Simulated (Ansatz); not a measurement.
# Structures of NbAs: which is lowest?

Plane-wave DFT in Ansatz with scalar-relativistic PAW potentials, cutoff 500 eV, Γ-centred meshes chosen by cell and gap, Gaussian smearing with energies taken to zero width. Every cell was relaxed (cell and atoms) in a run of its own, within the symmetry of its start. Functional: r2SCAN.

Relaxed structures (starts from databases or built by putting these elements on another compound's sites):
A. P-6m2, 2 atoms in the computed cell, a = 3.428 Å, c = 3.460 Å; sites (symmetry × multiplicity) Nb -6m2 × 1, As -6m2 × 1; start: built
B. I4_1md, 4 atoms in the computed cell, a = 3.458 Å, c = 11.768 Å; sites (symmetry × multiplicity) Nb 2mm. × 4, As 2mm. × 4; start: database

Question: Rank them by energy. Could pressure change the order?

Answer:
| structure | group | E − E(lowest) (meV/atom) | V (Å³/atom) | gap on mesh (eV) |
| --- | --- | --- | --- | --- |
| B | I4_1md | 0.0 | 17.59 | 0.00 |
| A | P-6m2 | 6.1 | 17.60 | 0.00 |

B is lowest, 6 meV/atom under A. The two lowest differ in volume by under 3 %, too little for a first-order estimate of what pressure does to that pair (other pairs aren't weighed here); with rigid cells even 3 % in favour of the higher one would need about 2 GPa. Other structures may lie lower than all of these, and vibrations aren't counted.